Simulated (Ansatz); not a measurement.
**AlNi: equation of state with PBEsol**

Crystal: AlNi.

```
Ni Al
1.0
     2.88100    0.00000    0.00000
     0.00000    2.88100    0.00000
     0.00000    0.00000    2.88100
Ni Al
1 1
Direct
  0.50000 0.50000 0.50000
  0.00000 0.00000 0.00000
```

```json
{
 "Program": "Ansatz 0.2.0",
 "Task": "equation of state",
 "Functional": "PBEsol",
 "Potentials or basis": "all-electron LAPW, scalar-relativistic",
 "Basis error allowed": "0.0005 eV/atom",
 "k mesh": "9 × 9 × 9",
 "Occupations": "fermi-dirac, width 0.05 eV",
 "Spin": "collinear spin, ferromagnetic start",
 "Starting moments": "[1.0, 0.0] μB"
}
```

| Quantity | Value |
| --- | --- |
| Equilibrium volume | 11.71 Å³/atom |
| Bulk modulus | 173 GPa |
| Pressure derivative of the bulk modulus | 4.3 |

Energy against volume, from the lowest point:
```csv
volume (Å³/atom),energy (meV/atom)
11.239,11.20
11.478,2.66
11.717,0.00
11.956,2.62
12.196,9.97
12.435,21.56
12.674,36.96
```

All runs of the series together: 66 s on 2 threads of Intel(R) Xeon(R) Platinum 8259CL CPU @ 2.50GHz (Skylake/Cascade Lake), with other jobs on the host.

Caveat: the starting moments weren't kept.
